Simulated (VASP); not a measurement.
# Ba (Pm-3m) in VASP: a series of runs

One crystal, Ba, is run at these levels: PBE; tasks: single point.

All numbers are computed with VASP 6.6.1; they aren't measurements. Logs are shortened: lines on timing, memory, paths and dates and some standing lists are left out, and cuts for length are marked.

## 1. The crystal as given

It takes space group Pm-3m (No. 221, cubic). Conventional cell: a = 3.918 Å, b = 3.918 Å, c = 3.918 Å, α = 90.00°, β = 90.00°, γ = 90.00°. Ba (site symmetry m-3m) is surrounded by 6 Ba at 3.92 Å.

This isn't the form of Ba at room conditions, which is bcc.

## 2. Single point, PBE

File INCAR:

```
PREC = Accurate
ENCUT = 400
EDIFF = 1E-6
ISMEAR = 1
SIGMA = 0.2
LREAL = F
LASPH = T
NELM = 100
ALGO = Normal
ISIF = 2
LWAVE = F
LCHARG = F
GGA = PE
ADDGRID = F
```

File KPOINTS:

```
regular mesh
0
Gamma
  14 14 14
```

File POSCAR:

```
Ba
1.0
    3.9177175405      0.0000000000      0.0000000000
    0.0000000000      3.9177175405      0.0000000000
    0.0000000000      0.0000000000      3.9177175405
Ba
1
Direct
    0.0000000000      0.0000000000      0.0000000000
```

Potentials or basis: VASP PAW PBE potentials, release 64 (Ba_sv).

Command:

```
$ cat potpaw_PBE.64/Ba_sv/POTCAR > POTCAR
$ mpirun -np 1 vasp_std > vasp.out
```

OUTCAR:

```text
PREC = Accurate
   ENCUT = 400
   EDIFF = 1E-6
   ISMEAR = 1
   LREAL = F
   LASPH = T
   NELM = 100
   ISIF = 2
   GGA = PE

 Found    120 irreducible k-points:

 Following reciprocal coordinates:
            Coordinates               Weight
  0.000000  0.000000  0.000000      1.000000
  0.071429  0.000000  0.000000      6.000000
  0.142857  0.000000  0.000000      6.000000
  0.214286  0.000000  0.000000      6.000000
  0.285714  0.000000  0.000000      6.000000
  0.357143  0.000000  0.000000      6.000000
   k-points           NKPTS =    120   k-points in BZ     NKDIM =    120   number of bands    NBANDS=      9
   number of dos      NEDOS =    301   number of ions     NIONS =      1
   total plane-waves  NPLWV =  21952
   dimension x,y,z NGX =    28 NGY =   28 NGZ =   28
   dimension x,y,z NGXF=    56 NGYF=   56 NGZF=   56
   ions per type =               1
   NGX,Y,Z   is equivalent  to a cutoff of  11.88, 11.88, 11.88 a.u.
   NGXF,Y,Z  is equivalent  to a cutoff of  23.76, 23.76, 23.76 a.u.
 SYSTEM =  unknown system
   PREC   = accura    normal or accurate (medium, high low for compatibility)
   ISTART =      0    job   : 0-new  1-cont  2-samecut
   ICHARG =      2    charge: 1-file 2-atom 10-const
   ISPIN  =      1    spin polarized calculation?
   LNONCOLLINEAR =      F non collinear calculations
   LSORBIT =      F    spin-orbit coupling
   LASPH  =      T    aspherical Exc in radial PAW
   ENCUT  =  400.0 eV  29.40 Ry    5.42 a.u.   6.39  6.39  6.39*2*pi/ulx,y,z
   NELM   =    100;   NELMIN=  2; NELMDL= -5     # of ELM steps
   EDIFF  = 0.1E-05   stopping-criterion for ELM
   LREAL  =      F    real-space projection
   EDIFFG = 0.1E-04   stopping-criterion for IOM
   NSW    =      0    number of steps for IOM
   IBRION =     -1    ionic relax: 0-MD 1-quasi-New 2-CG
   NFREE  =      0    steps in history (QN), initial steepest desc. (CG)
   ISIF   =      2    stress and relaxation
   ISYM   =      2    0-nonsym 1-usesym 2-fastsym
   POTIM  = 0.5000    time-step for ionic-motion
   TEBEG  =    0.0;   TEEND  =   0.0 temperature during run
   PSTRESS=    0.0 pullay stress
   NELECT =      10.0000    total number of electrons
   NUPDOWN=      -1.0000    fix difference up-down
   EMIN   =  10.00;   EMAX   =-10.00  energy-range for DOS
   EFERMI =   0.00;   METHOD = LEGACY
   ISMEAR =     1;   SIGMA  =   0.20  broadening in eV -4-tet -1-fermi 0-gaus
   EFERMI_NEDOS =   21; number of points for ismear=-14 and -15
   IALGO  =     38    algorithm
   IMIX   =      4    mixing-type and parameters
     AMIX     =   0.40;   BMIX     =  1.00
     AMIX_MAG =   1.60;   BMIX_MAG =  1.00
  volume/ion in A,a.u.               =      60.13       405.78
  Fermi-wavevector in a.u.,A,eV,Ry     =   0.900275  1.701272 11.027448  0.810495
  Thomas-Fermi vector in A             =   2.023212
   LORBIT       =      0    0 simple, 1 ext, 2 COOP (PROOUT), +10 PAW based schemes
   GGA     = PE    functional components
   LHFCALC =     F    Hartree Fock is set to
   AEXX    =    0.0000 exact exchange contribution
   IVDW    =     0    specifies the selected vdW correction
   LEPSILON=     F    determine dielectric tensor
   LRPA    =     F    only Hartree local field effects (RPA)
 non-spin polarized calculation
 Methfessel and Paxton  Order N= 1 SIGMA  =   0.20
  energy-cutoff  :      400.00
  volume of cell :       60.13
 maximum number of plane-waves:      1108
 NGX is ok and might be reduce to    28
   NGX = 13   NGY = 13   NGZ = 13

 number of electron      10.0000000 magnetization

 number of electron       9.9999999 magnetization

 Free energy of the ion-electron system (eV)
  ---------------------------------------------------
  ext. energy  EPLUGINS =         0.00000000
  ---------------------------------------------------
  free energy    TOTEN  =        -1.59486362 eV

  energy without entropy =       -1.60161751  energy(sigma->0) =       -1.59711492

 E-fermi :   1.7233     XC(G=0):  -7.5440

 val. band max:        1.7098247412   @ k =   0.5000   0.2143   0.0000
 cond. band min:       1.7446690263   @ k =   0.5000   0.5000   0.4286
 fundamental gap:      0.0348442852
 Fermi energy:         1.7233005597

 k-point     1 :       0.0000    0.0000    0.0000
  band No.  band energies     occupation
      1     -27.4116      2.00000
      2     -12.2238      2.00000
      3     -12.2238      2.00000
      4     -12.2238      2.00000
      5      -0.8516      2.00000
      6       1.7595      0.69950
      7       1.7595      0.69950
      8       6.7007      0.00000
      9       6.7007      0.00000

 k-point     2 :       0.0714    0.0000    0.0000
  band No.  band energies     occupation
      1     -27.4085      2.00000
      2     -12.2652      2.00000
      3     -12.2203      2.00000
      4     -12.2203      2.00000
      5      -0.7720      2.00000
      6       1.7841      0.51119
      7       1.8427      0.16252
      8       6.4847      0.00000
      9       6.4880      0.00000

 k-point     3 :       0.1429    0.0000    0.0000
  band No.  band energies     occupation
      1     -27.3996      2.00000
      2     -12.3787      2.00000
      3     -12.2105      2.00000
      4     -12.2105      2.00000
      5      -0.5497      2.00000
      6       1.8550      0.11109
      7       2.0785     -0.03076
      8       6.0087      0.00000
      9       6.0087      0.00000

 k-point     4 :       0.2143    0.0000    0.0000
  band No.  band energies     occupation
      1     -27.3866      2.00000
      2     -12.5366      2.00000
      3     -12.1962      2.00000
      4     -12.1962      2.00000
      5      -0.2248      2.00000
      6       1.9630     -0.07070
      7       2.4082     -0.00001
      8       5.4900     -0.00000
      9       5.4900     -0.00000

 k-point     5 :       0.2857    0.0000    0.0000
  band No.  band energies     occupation
      1     -27.3722      2.00000
      2     -12.7045      2.00000
      3     -12.1803      2.00000
      4     -12.1803      2.00000
      5       0.1581      2.00000
      6       2.0920     -0.02563
      7       2.6982     -0.00000
      8       5.0328     -0.00000
      9       5.0328     -0.00000

 k-point     6 :       0.3571    0.0000    0.0000
  band No.  band energies     occupation
      1     -27.3591      2.00000
      2     -12.8497      2.00000
      3     -12.1659      2.00000
      4     -12.1659      2.00000
      5       0.5555      2.00000
      6       2.2180     -0.00261
      7       2.7856     -0.00000
      8       4.6840     -0.00000
      9       4.6840     -0.00000

 [... further k-points ...]
[... 5 lines left out ...]
  --------------------------------------------------------------------------------------
  -------------------------------------------------------------------------------------
  Total        0.1104802      0.1104802      0.1104802     -0.0000000     -0.0000000      0.0000000
  in kB        2.9437136      2.9437136      2.9437136     -0.0000000     -0.0000000      0.0000000
  external PRESSURE =       2.9437136 kB  Pullay stress =       0.0000000 kB

 VOLUME and BASIS-vectors are now :
 -----------------------------------------------------------------------------
  energy-cutoff  :      400.00
  volume of cell :       60.13
      direct lattice vectors                 reciprocal lattice vectors
     3.917717540  0.000000000  0.000000000     0.255250663  0.000000000  0.000000000
     0.000000000  3.917717540  0.000000000     0.000000000  0.255250663  0.000000000
     0.000000000  0.000000000  3.917717540     0.000000000  0.000000000  0.255250663

 POSITION                                       TOTAL-FORCE (eV/Angst)
 -----------------------------------------------------------------------------------
      0.00000      0.00000      0.00000         0.000000      0.000000      0.000000
 -----------------------------------------------------------------------------------
    total drift:                               -0.000000     -0.000000     -0.000000

  FREE ENERGIE OF THE ION-ELECTRON SYSTEM (eV)
  ---------------------------------------------------
  free  energy   TOTEN  =        -1.5948636225 eV

  energy  without entropy=       -1.6016175142  energy(sigma->0) =       -1.59711492
```

OSZICAR:

```text
N       E                     dE             d eps       ncg     rms          rms(c)
DAV:   1     0.504281767527E+02    0.50428E+02   -0.38011E+03  2160   0.746E+02
DAV:   2     0.369200394882E+00   -0.50059E+02   -0.49324E+02  2540   0.142E+02
DAV:   3    -0.154976947974E+01   -0.19190E+01   -0.19082E+01  2761   0.313E+01
DAV:   4    -0.159593004782E+01   -0.46161E-01   -0.46122E-01  3245   0.425E+00
DAV:   5    -0.159634741422E+01   -0.41737E-03   -0.41712E-03  3096   0.252E-01    0.195E+00
DAV:   6    -0.159444365989E+01    0.19038E-02   -0.73332E-03  2765   0.822E-01    0.115E+00
DAV:   7    -0.159453037068E+01   -0.86711E-04   -0.17529E-02  2656   0.128E+00    0.728E-02
DAV:   8    -0.159486190572E+01   -0.33154E-03   -0.60659E-04  2995   0.209E-01    0.141E-02
DAV:   9    -0.159486573028E+01   -0.38246E-05   -0.15895E-05  3194   0.278E-02    0.476E-03
DAV:  10    -0.159486369561E+01    0.20347E-05   -0.18442E-06  3020   0.129E-02    0.817E-04
DAV:  11    -0.159486362248E+01    0.73127E-07   -0.24356E-08  1569   0.129E-03
   1 F= -.15948636E+01 E0= -.15971149E+01  d E =0.675389E-02
```

Wall time 27 s (1 thread of Intel Xeon Platinum 8259CL at 2.50GHz (Skylake/Cascade Lake), shared host); peak memory 0.18 GiB.

The run converged, but some of its settings lie outside the range that counts as converged, so its numbers aren't taken as properties of the crystal.

Results:

| Quantity | Value |
| --- | --- |
| Free energy | -1.5949 eV |
| Pressure | 0.3 GPa |
| Band gap on the k mesh | none (metal or under the smearing width) |

## 3. Single point, PBE

INCAR is that of step 2.

KPOINTS is that of step 2.

File POSCAR:

```
Ba
1.0
    3.9784390000     -0.0454340000      0.0410850000
   -0.0454340000      3.9110040000      0.0402290000
    0.0410850000      0.0402290000      3.8659060000
Ba
1
Direct
   -0.0007550000      0.0095990000     -0.0077320000
```

Potentials or basis: VASP PAW PBE potentials, release 64 (Ba_sv).

Command:

```
$ cat potpaw_PBE.64/Ba_sv/POTCAR > POTCAR
$ mpirun -np 1 vasp_std > vasp.out
```

It took 4.7 min on 1 thread of Intel Xeon Platinum 8259CL at 2.50GHz (Skylake/Cascade Lake), shared host; peak memory 0.62 GiB.

These settings aren't checked as converged: the numbers below hold their error.

What came out:

```yaml
Free_energy: -1.5937 eV
Pressure: 0.3 GPa
Band_gap_on_the_k_mesh: none (metal or under the smearing width)
```

## 4. Single point, PBE

INCAR, as its differences from that of step 3:

```diff
@@ -1,3 +1,3 @@
 PREC = Accurate
-ENCUT = 400
+ENCUT = 550
 EDIFF = 1E-6
```

File KPOINTS:

```
regular mesh
0
Gamma
  12 12 12
```

File POSCAR:

```
Ba
1.0
    3.9177175405      0.0000000000      0.0000000000
    0.0000000000      3.9177175405      0.0000000000
    0.0000000000      0.0000000000      3.9177175405
Ba
1
Direct
    0.0000000000      0.0000000000      0.0000000000
```

Command:

```
$ cat potpaw_PBE.64/Ba_sv/POTCAR > POTCAR
$ mpirun -np 1 vasp_std > vasp.out
```

Run time: 28 s. Hardware: 1 thread of Intel Xeon Platinum 8259CL at 2.50GHz (Skylake/Cascade Lake), shared host; peak memory 0.2 GiB.

These settings aren't checked as converged: the numbers below hold their error.

What came out:

```yaml
Free_energy: -1.5955 eV
Pressure: 0.3 GPa
Band_gap_on_the_k_mesh: none (metal or under the smearing width)
```

## 5. Single point, PBE

INCAR is that of step 4.

KPOINTS is that of step 4.

File POSCAR:

```
Ba
1.0
    3.9784390000     -0.0454340000      0.0410850000
   -0.0454340000      3.9110040000      0.0402290000
    0.0410850000      0.0402290000      3.8659060000
Ba
1
Direct
   -0.0007550000      0.0095990000     -0.0077320000
```

Command:

```
$ cat potpaw_PBE.64/Ba_sv/POTCAR > POTCAR
$ mpirun -np 1 vasp_std > vasp.out
```

Run time: 4.6 min. Hardware: 1 thread of Intel Xeon Platinum 8259CL at 2.50GHz (Skylake/Cascade Lake), shared host; peak memory 0.63 GiB.

These settings aren't checked as converged: the numbers below hold their error.

What came out:

| Property | Result |
| --- | --- |
| Free energy | -1.5945 eV |
| Pressure | 0.3 GPa |
| Band gap on the k mesh | none (metal or under the smearing width) |
